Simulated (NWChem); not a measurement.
# One shape, several levels: C4H6O2 (gamma-butyrolactone)

We compute a comparison of 5 runs (HF/cc-pVDZ, PBE/cc-pVDZ, PBE0/cc-pVDZ, SVWN5/cc-pVDZ, MP2/cc-pVDZ) of C4H6O2 (gamma-butyrolactone). 

Program for the calculation: NWChem 7.3.0.

## Step 1: The structure to begin with

The species is C4H6O2 (12 atoms), meant as a singlet with charge 0. As SMILES, `O=C1CCCO1`. One bond was lengthened or shortened from a relaxed shape.

Bond lengths: O1–C2 1.192 Å, C2–C3 1.514 Å, C3–C4 1.519 Å, C4–C5 1.524 Å, C2–O6 1.353 Å, C5–O6 1.428 Å, C3–H7 1.095 Å, C3–H8 1.252 Å, C4–H9 1.092 Å, C4–H10 1.090 Å, C5–H11 1.095 Å, C5–H12 1.090 Å. Some angles: O1–C2–C3 128.5°, O1–C2–O6 122.4°, C3–C2–O6 109.1°, C2–C3–C4 103.5°, C3–C4–C5 101.7°, C4–C5–O6 105.6°, C2–O6–C5 110.9°, C2–C3–H7 107.4°, C2–C3–H8 110.2°, C4–C3–H7 112.2°.

## Step 2: A single-point energy at HF/cc-pVDZ (run 1)

Contents of c4h6o2.nw:

```
start c4h6o2
memory stack 880 mb heap 220 mb global 1100 mb
charge 0

geometry noautosym nocenter noautoz
  O       -1.527694      -0.747535       1.937756
  C       -0.954364      -0.429235       0.942236
  C        0.525566      -0.519785       0.636396
  C        0.695516       0.393935      -0.564814
  C       -0.685464       0.320215      -1.205664
  O       -1.596804       0.086255      -0.130934
  H        0.747466      -1.564575       0.396356
  H        1.196220      -0.211880       1.647420
  H        0.904456       1.415445      -0.239084
  H        1.486386       0.087835      -1.249324
  H       -0.763774      -0.510965      -1.913954
  H       -0.989834       1.238465      -1.707134
end

basis spherical bse
  * library cc-pVDZ
end

scf
  nopen 0
  rhf
  thresh 1e-08
  maxiter 80
  print medium
end

task scf energy
```

Command:

```sh
nwchem c4h6o2.nw > c4h6o2.out
```

The program printed:

```text
[...]
  functions       =   114
[...]
  wavefunction    = RHF
[...]
         Total SCF energy =   -304.712696167477
      One-electron energy =   -893.731381228845
      Two-electron energy =    347.722664216272
 Nuclear repulsion energy =    241.296020845095
        Time for solution =     82.0s
[...]
```

It took 84 s on 1 thread of AMD EPYC 7R43 (Zen 3), shared host; peak memory 0.09 GiB.

## Step 3: A single-point energy at PBE/cc-pVDZ (run 2)

Contents of run.py:

```python
from ase import Atoms
from ase.calculators.nwchem import NWChem

molecule = Atoms(['O', 'C', 'C', 'C', 'C', 'O', 'H', 'H', 'H', 'H', 'H', 'H'], positions=[
    [-1.527694, -0.747535, 1.937756],
    [-0.954364, -0.429235, 0.942236],
    [0.525566, -0.519785, 0.636396],
    [0.695516, 0.393935, -0.564814],
    [-0.685464, 0.320215, -1.205664],
    [-1.596804, 0.086255, -0.130934],
    [0.747466, -1.564575, 0.396356],
    [1.196220, -0.211880, 1.647420],
    [0.904456, 1.415445, -0.239084],
    [1.486386, 0.087835, -1.249324],
    [-0.763774, -0.510965, -1.913954],
    [-0.989834, 1.238465, -1.707134],
])

calc = NWChem(
    label='c4h6o2',
    theory='dft',
    memory='2200 mb',
    basis='cc-pVDZ',
    basispar='spherical bse',
    dft={'xc': 'xpbe96 cpbe96', 'mult': '1', 'grid': 'fine', 'convergence': 'energy 1e-08', 'iterations': '100', 'mulliken': None},
    task='energy',
)
molecule.calc = calc

e = molecule.get_potential_energy()
print(f"E = {e:.6f} eV")
print("dipole (e A):", molecule.get_dipole_moment().round(4))
```

Command:

```sh
export ASE_NWCHEM_COMMAND="nwchem PREFIX.nwi > PREFIX.nwo"
python run.py
```

The program printed:

```text
E = -8330.496226 eV
dipole (e A): [ 0.5874  0.1474 -0.5883]
```

The calculator wrote c4h6o2.nwi:

```
title "c4h6o2"

permanent_dir c4h6o2

scratch_dir c4h6o2

start c4h6o2

geometry units angstrom nocenter noautosym noautoz
  O  -1.5276940000000001e+00 -7.4753499999999995e-01 1.9377560000000000e+00
  C  -9.5436399999999999e-01 -4.2923499999999998e-01 9.4223599999999996e-01
  C  5.2556599999999998e-01 -5.1978500000000005e-01 6.3639599999999996e-01
  C  6.9551600000000002e-01 3.9393499999999998e-01 -5.6481400000000004e-01
  C  -6.8546399999999996e-01 3.2021500000000003e-01 -1.2056640000000001e+00
  O  -1.5968039999999999e+00 8.6254999999999998e-02 -1.3093399999999999e-01
  H  7.4746599999999996e-01 -1.5645750000000000e+00 3.9635599999999999e-01
  H  1.1962200000000001e+00 -2.1188000000000001e-01 1.6474200000000001e+00
  H  9.0445600000000004e-01 1.4154450000000001e+00 -2.3908399999999999e-01
  H  1.4863860000000000e+00 8.7834999999999996e-02 -1.2493240000000001e+00
  H  -7.6377399999999995e-01 -5.1096500000000000e-01 -1.9139539999999999e+00
  H  -9.8983399999999999e-01 1.2384649999999999e+00 -1.7071339999999999e+00
end

memory 2200 mb

basis spherical bse noprint
   * library cc-pVDZ
end

dft
  xc xpbe96 cpbe96
  mult 1
  grid fine
  convergence energy 1e-08
  iterations 100
  mulliken
end

task dft energy
```

c4h6o2.nwo:

```text
Northwest Computational Chemistry Package (NWChem) 7.3.0
             --------------------------------------------------------

           Job information
           ---------------

    nwchem branch   = 7.3.0
    use scalapack   = T
    input           = c4h6o2.nwi
    prefix          = c4h6o2.
    data base       = c4h6o2/c4h6o2.db
    status          = startup
    nproc           =        1

           Memory information
           ------------------

    heap     =     72089594 doubles =      550.0 Mbytes
    stack    =     72089599 doubles =      550.0 Mbytes
    global   =    144179200 doubles =     1100.0 Mbytes (distinct from heap & stack)
    total    =    288358393 doubles =     2200.0 Mbytes
    verify   = yes
    hardfail = no

[... 112 lines left out ...]
  convergence criterion.
[... 18 lines left out ...]
          Convergence on density requested:  1.00D-05
[... 22 lines left out ...]
          Convergence Information
[... 58 lines left out ...]
   convergence    iter        energy       DeltaE   RMS-Dens  Diis-err    time
[... 17 lines left out ...]
           Coulomb energy =      387.858937503091
[... 7 lines left out ...]
                       DFT Final Molecular Orbital Analysis
[... 821 lines left out ...]
 center of mass
 --------------
 x =  -1.15092017 y =  -0.28416523 z =   0.51633570

 moments of inertia (a.u.)
 ------------------
         442.291740949168         -34.356352486015          99.599307250562
         -34.356352486015         644.104594198358         137.536346490871
          99.599307250562         137.536346490871         358.978698266672

     Multipole analysis of the density
     ---------------------------------

     L   x y z        total         alpha         beta         nuclear
     -   - - -        -----         -----         ----         -------
     0   0 0 0     -0.000000    -23.000000    -23.000000     46.000000

     1   1 0 0      1.110084     24.108152     24.108152    -47.106220
[... 8 lines of this table left out ...]
     2   0 0 2    -28.318048   -120.640340   -120.640340    212.962632

 Task  times  cpu:       71.5s     wall:       71.5s
 Total times  cpu:       71.5s     wall:       71.5s
```

It took 73 s on 1 thread of AMD EPYC 7R43 (Zen 3), shared host; peak memory 0.11 GiB.

Run 3 isn't shown in full; the table further down has it.

## Step 4: A single-point energy at SVWN5/cc-pVDZ (run 4)

Contents of c4h6o2.nw:

```
start c4h6o2
memory total 2200 mb
geometry noautosym nocenter noautoz
 O       -1.527694      -0.747535       1.937756
 C       -0.954364      -0.429235       0.942236
 C        0.525566      -0.519785       0.636396
 C        0.695516       0.393935      -0.564814
 C       -0.685464       0.320215      -1.205664
 O       -1.596804       0.086255      -0.130934
 H        0.747466      -1.564575       0.396356
 H        1.196220      -0.211880       1.647420
 H        0.904456       1.415445      -0.239084
 H        1.486386       0.087835      -1.249324
 H       -0.763774      -0.510965      -1.913954
 H       -0.989834       1.238465      -1.707134
end
basis "ao basis" spherical bse
 * library cc-pVDZ
end
dft
 xc slater vwn_5
 grid fine
 convergence energy 1e-08
 maxiter 100
 mulliken
 noprint "final vectors analysis"
end
task dft energy
```

Command:

```sh
nwchem c4h6o2.nw > c4h6o2.out
```

The program printed:

```text
[...]
          Wavefunction type:  closed shell.
          No. of atoms     :    12
          No. of electrons :    46
[...]
          Charge           :     0
          Spin multiplicity:     1
[...]
          AO basis - number of functions:   114
[...]
              XC Information
              --------------
                        Slater Exchange Functional  1.000 local
                      VWN V Correlation Functional  1.000 local
[...]
 d= 0,ls=0.0,diis     1   -303.8154694665 -5.45D+02  2.21D-02  1.81D+00     5.9
[...]
 d= 0,ls=0.0,diis    12   -303.9888556852 -4.95D-09  1.46D-07  5.88D-10    54.8
         Total DFT energy =     -303.988855685190
      One electron energy =     -894.426246927531
           Coulomb energy =      387.712647088976
    Exchange-Corr. energy =      -38.571276691730
 Nuclear repulsion energy =      241.296020845095
[...]
      Total Density - Mulliken Population Analysis
     ---------------------------------------------
    Atom       Charge   Shell Charges
 -----------   ------   -------------------------------------------------------
    1 O    8     8.15   2.01  0.84  0.85  2.83  1.60  0.02
    2 C    6     5.92   2.02  0.69  0.34  2.02  0.63  0.23
    3 C    6     6.19   2.02  0.65  0.45  2.12  0.89  0.06
    4 C    6     6.11   2.02  0.65  0.39  2.16  0.83  0.06
    5 C    6     5.97   2.02  0.66  0.37  2.10  0.71  0.10
    6 O    8     8.15   2.01  0.83  0.89  2.85  1.55  0.02
    7 H    1     0.90   0.71  0.17  0.03
    8 H    1     0.89   0.65  0.23  0.02
    9 H    1     0.92   0.72  0.18  0.03
   10 H    1     0.94   0.72  0.19  0.03
[...]
```

Wall time 56 s (1 thread of AMD EPYC 7R43 (Zen 3), shared host); peak memory 0.11 GiB.

## Step 5: The energy at MP2/cc-pVDZ (run 5)

Contents of c4h6o2.nw:

```
start c4h6o2
memory stack 880 mb heap 220 mb global 1100 mb
geometry noautosym nocenter noautoz
  O       -1.527694      -0.747535       1.937756
  C       -0.954364      -0.429235       0.942236
  C        0.525566      -0.519785       0.636396
  C        0.695516       0.393935      -0.564814
  C       -0.685464       0.320215      -1.205664
  O       -1.596804       0.086255      -0.130934
  H        0.747466      -1.564575       0.396356
  H        1.196220      -0.211880       1.647420
  H        0.904456       1.415445      -0.239084
  H        1.486386       0.087835      -1.249324
  H       -0.763774      -0.510965      -1.913954
  H       -0.989834       1.238465      -1.707134
end
basis spherical bse
  * library cc-pVDZ
end
scf
  thresh 1e-08
  maxiter 80
  print low
end
mp2
  freeze core 6
  tight
end
task mp2 energy
```

Command:

```sh
nwchem c4h6o2.nw > c4h6o2.out
```

The program printed:

```text
[...]
  functions       =   114
[...]
  wavefunction    = RHF
[...]
         Total SCF energy =   -304.712696167477
      One-electron energy =   -893.731381228845
      Two-electron energy =    347.722664216272
 Nuclear repulsion energy =    241.296020845095
        Time for solution =     77.8s
[...]
          Total MP2 energy          -305.616079566863
[...]
```

Run time: 91 s. Hardware: 1 thread of AMD EPYC 7R43 (Zen 3), shared host; peak memory 0.47 GiB.

## Step 6: The series

| run | level | iteration cap | module | energy (Eh) | dipole moment (D) | HOMO energy (eV) | LUMO energy (eV) | wall time |
| --- | --- | --- | --- | --- | --- | --- | --- | --- |
| 1 | HF/cc-pVDZ | 80 | scf | -304.712696 | 4.98 | -11.74 | 4.26 | 84 s |
| 2 | PBE/cc-pVDZ | 100 | dft | -306.140092 | 4.06 | -5.84 | -0.57 | 73 s |
| 3 | PBE0/cc-pVDZ | 100 | dft | -306.160977 | 4.34 | -7.55 | 0.49 | 65 s |
| 4 | SVWN5/cc-pVDZ | 100 | dft | -303.988856 | 4.17 | – | – | 56 s |
| 5 | MP2/cc-pVDZ | 80 | mp2 | -305.616080 | – | – | – | 91 s |

## Step 7: What came out

```
                                          quantity          value
                               run 5: total energy  -305.61608 Eh
run 5: correlation energy (6 core orbitals frozen)     -903.4 mEh
```

**Reading.** Over runs 1, 2, 3, 4 the dipole moment (its size) runs from 4.06 D (PBE/cc-pVDZ) to 4.98 D (HF/cc-pVDZ). Over runs 1, 2, 3 the HOMO–LUMO gap runs from 5.26 eV (PBE/cc-pVDZ) to 16.01 eV (HF/cc-pVDZ). Exact exchange widens orbital gaps. Totals of different functionals can't be ranked against each other. All runs together took 6.1 min, the longest 91 s.
